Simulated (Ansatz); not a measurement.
Input of an Ansatz 0.2.0 run:

File input.yaml:

```yaml
crystal:
  lattice:
    - [2.2681701736, -1.30848701, 0.0]
    - [2.2681701736, 1.30848701, 0.0]
    - [-1.5917165425, 0.0, 7.3004081919]
  atoms:
    - { symbol: Zn, position: [0.77801786, 0.77801786, 0.33450498] }
    - { symbol: Zn, position: [0.22198214, 0.22198214, 0.66549502] }
    - { symbol: Zn, position: [0.0, 0.0, 0.0] }
hamiltonian:
  xc: pbesol
  pseudopotentials: { kind: paw }
kpoints:
  mp_grid: { grid: [10, 10, 4] }
scf:
  occupations: { method: fermi_dirac, width: 0.05 }
output:
  forces: true
  stress: true
elastic:
  mode: relaxed_ion
  stencil: two_point
```

Potentials or basis: Ansatz PAW.

Command:

```console
$ ansatz run input.yaml --threads 2 --pin off --max-ram 5632MiB --backend cpu --events-out ev --progress --plain --runs-dir out
```

Task: What does it give for the Voigt bulk modulus?

Result: 84 GPa.

Task: Predict the band gap on the k mesh.

Result: None (metal or under the smearing width).

Task: What does it give for the pressure?

Result: -1.4 GPa.

Elastic tensor in Voigt notation (GPa, in the Cartesian axes of the cell as first typed):
```
209  26  50   0  -3   0
 27 208  42   0  -7   0
 51  42 103   0  10   0
  0   0   0  21   0 -20
 -3  -8   9   0  10   0
  0   0   0 -20   0  68
```

Caveat: elastic constants of metals need much finer meshes, so these are rough; the PAW data sets come from PBE, with cores solved anew for the run's functional, which leaves a small shift of forces and pressure.
